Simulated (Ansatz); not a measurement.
Si:

```
Si
1.0
     0.00000    2.72185    2.72185
     2.72185    0.00000    2.72185
     2.72185    2.72185    0.00000
Si
2
Direct
  0.50000 0.50000 0.50000
  0.75000 0.75000 0.75000
```

Program: Ansatz 0.2.0. Alike in all runs: task single point; level HSE06 form with a typed share of exact exchange; potentials or basis Ansatz PAW; no spin polarisation; cell as given; k mesh 4 × 4 × 4; cutoff (eV) 420; smearing fermi-dirac 0.05 eV; the mesh is coarse, so values aren't converged.

Task: Order these runs on this cell by their band gap on the k mesh, lowest first.
A. share of exact exchange 0.05
B. share of exact exchange 0.4
C. share of exact exchange 0.5
D. share of exact exchange 0.25
E. share of exact exchange 0.15

Result: A (0.83 eV), E (1.08 eV), D (1.34 eV), B (1.76 eV), C (2.04 eV).

Caveats: all runs use coarse meshes.

A k mesh can miss the band edges.

Runs at the PBE level aren't shown here.
